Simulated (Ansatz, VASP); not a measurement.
Given: the input of a run of Ansatz 0.2.0 on CuO.

Contents of input.yaml:

```yaml
crystal:
  lattice:
    - [2.6026133318, 0.0, 0.0]
    - [0.0, 2.6026133318, 0.0]
    - [0.0, 0.0, 2.6026133318]
  atoms:
    - { symbol: Cu, position: [0.0, 0.0, 0.0] }
    - { symbol: O, position: [0.5, 0.5, 0.5] }
kpoints:
  mp_grid: { grid: [10, 10, 10] }
scf:
  occupations: { method: fermi_dirac, width: 0.05 }
hamiltonian:
  xc: pbe
  pseudopotentials: { kind: all_electron, lapw: { basis_error: 0.0005 } }
output:
  forces: true
  stress: true
  eigenvalues: true
```

Potentials or basis: all-electron LAPW, scalar-relativistic.

Command:

```sh
$ ansatz run input.yaml --threads 1 --pin off --max-ram 3072MiB --backend cpu --events-out ev --progress --plain --runs-dir out
```

Problem. Translate it to VASP 6.6.1. Potentials there: VASP PAW PBE potentials, release 64 (Cu, O).

Solution. As run (the cutoff follows the program's own potentials):

The input INCAR:

```
SYSTEM = CuO
PREC = Accurate
ENCUT = 520
EDIFF = 1E-6
ISMEAR = -1
SIGMA = 0.05
LREAL = .False.
LASPH = .True.
NELM = 80
ALGO = Normal
ISIF = 2
LWAVE = .False.
LCHARG = .False.
GGA = PE
NBANDS = 16
```

Contents of KPOINTS:

```
regular mesh
0
Gamma
  10 10 10
  0 0 0
```

POSCAR

```
CuO
1.0
    2.6026133318      0.0000000000      0.0000000000
    0.0000000000      2.6026133318      0.0000000000
    0.0000000000      0.0000000000      2.6026133318
Cu O
1 1
Direct
    0.0000000000      0.0000000000      0.0000000000
    0.5000000000      0.5000000000      0.5000000000
```

Potentials or basis: VASP PAW PBE potentials, release 64 (Cu, O).

Command:

```bash
$ cat potpaw_PBE.64/Cu/POTCAR potpaw_PBE.64/O/POTCAR > POTCAR
$ mpirun -np 1 vasp_std > vasp.out
```

Both were run:

|  | VASP | Ansatz | Ansatz less VASP |
| --- | --- | --- | --- |
| gap on the k mesh at the Fermi level (eV) | none | none | - |
| pressure (GPa) | 7.3 | 7.1 | -0.15 |

A gap of «none» marks a metal or a gap that the smearing closes. Ansatz ran all-electron here, so the differences hold the error of VASP's frozen core and of both bases.

Caveats: an odd number of electrons without spin polarisation forces a metal; a magnetic or distorted state may lie lower; the run has no spin polarisation, though such a crystal can be magnetic; semilocal functionals often make such compounds metallic where correlation or magnetic order opens a gap, which also shifts bond lengths.
